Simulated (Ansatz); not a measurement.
The system is ZrN.

```xyz
2
Lattice="0.0000 2.3000 2.3000 2.3000 0.0000 2.3000 2.3000 2.3000 0.0000" Properties=species:S:1:pos:R:3 pbc="T T T"
Zr    2.3000    2.3000    2.3000
N     0.0000    0.0000    0.0000
```

| Property | Result |
| --- | --- |
| Program | Ansatz 0.2.0 |
| Task | relaxation of cell and atoms |
| Functional | LDA |
| Potentials or basis | Ansatz PAW |
| Cutoff | 420 eV (not typed: the program's choice for these potentials) |
| k mesh | 10 × 10 × 10 |
| Occupations | fermi-dirac, width 0.05 eV |
| Spin | no spin polarisation |

At the start: volume 12.17 Å³/atom.

Problem. How do energy, volume and symmetry change on relaxing?

Solution. It ends after 7 steps and the volume is 11.58 Å³/atom (-4.8 %); space group Fm-3m (No. 225, to 0.05 Å).

Step by step:
| step | energy change (eV) | largest force (eV/Å) | volume (Å³) |
| --- | --- | --- | --- |
| 1 | 0.0000 | 0.0000 | 24.33 |
| 2 | -0.0269 | 0.0000 | 22.36 |
| 3 | -0.0510 | 0.0000 | 23.24 |
| 4 | -0.0513 | 0.0000 | 23.18 |
| 5 | -0.0485 | 0.0000 | 23.18 |
| 6 | -0.0486 | 0.0000 | 23.16 |
| 7 | -0.0486 | 0.0000 | 23.16 |

Final structure:
```yaml
crystal:
  lattice:
    - [0.00000, 2.26231, 2.26231]
    - [2.26231, 0.00000, 2.26231]
    - [2.26231, 2.26231, 0.00000]
  atoms:
    - { symbol: Zr, position: [0.50000, 0.50000, 0.50000] }
    - { symbol: N, position: [0.00000, 0.00000, 0.00000] }
```

Caveat: the plane-wave basis is chosen anew once the cell has moved, so the energies of steps on either side of that aren't comparable; the pressure holds a Pulay correction of +0.5 GPa for the finite cutoff; the PAW data sets come from PBE, with cores solved anew for the run's functional, which leaves a small shift of forces and pressure.
